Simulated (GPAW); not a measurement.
Wanted: an ASE script for a GPAW 26.7.0 run.

| Property | Result |
| --- | --- |
| Task | relaxation of cell and atoms |
| Functional | RPBE |
| Potentials or basis | the program's PAW data sets (release 1.2.1) made for this functional |
| Cutoff | 600 eV |
| Basis | pw |
| k mesh | 8 × 8 × 8 |
| Occupations | fermi-dirac, width 0.05 eV |
| Spin | no spin polarisation |
| Target pressure | -1 GPa |
| Maxiter | 150 |
| Optimizer | BFGS |
| Fmax | 0.05 eV/Å |
| Max steps | 40 |
| Target pressure | -1 GPa |
| Convergence | density=1e-05 forces=0.0001 |

The structure of AgBr lies in POSCAR:

```
AgBr
1.0
    0.0000000000      2.8701500000      2.8701500000
    2.8701500000      0.0000000000      2.8701500000
    2.8701500000      2.8701500000      0.0000000000
Ag Br
1 1
Direct
    0.0000000000      0.0000000000      0.0000000000
    0.5000000000      0.5000000000      0.5000000000
```

These files were run (other wordings do the same):

run.py

```python
from ase.filters import FrechetCellFilter
from ase.io import read, write
from ase.optimize import BFGS
from ase.units import GPa
from gpaw import GPAW, PW

atoms = read('POSCAR')

calc = GPAW(mode=PW(600),
            xc='RPBE',
            kpts={'size': (8, 8, 8), 'gamma': True},
            occupations={'name': 'fermi-dirac', 'width': 0.05},
            nbands=23,
            convergence={'density': 1e-05, 'forces': 0.0001},
            maxiter=150,
            txt='gpaw.txt')
atoms.calc = calc
opt = BFGS(FrechetCellFilter(atoms, scalar_pressure=-1 * GPa), trajectory='relax.traj', logfile='-')
done = opt.run(fmax=0.05, steps=40)
calc.write('gs.gpw')
write('result.traj', atoms)
print('Converged:', done)
print('Cell:', atoms.cell.cellpar().round(4))
print('Volume:', round(atoms.get_volume(), 4))
print(atoms.get_scaled_positions().round(5))
```

Potentials or basis: the program's PAW data sets (release 1.2.1) made for this functional, pw.

Command:

```bash
$ OMP_NUM_THREADS=1 python run.py
```

It gave:

The relaxed volume is 27.86 Å³/atom and the relaxed cell is a = 4.287 Å, b = 4.287 Å, c = 4.287 Å, α = 60.00°, β = 60.00°, γ = 60.00°. The space group after relaxing (to 0.05 Å) is Fm-3m (No. 225). The energy change on relaxing (the enthalpy is what falls) is -46.1 meV/atom, the ionic steps are 4 and the pressure after relaxing is -0.8 GPa. The band gap on the k mesh is 0.93 eV, indirect (least direct gap 2.32 eV).

Caveat: later steps reuse the first step's grids; the volume moved by over 15 % at a fixed basis, so the end points are rough.

It took 88 s on 1 thread of Arm Neoverse V1, with other jobs on the host, peak memory 0.23 GiB.
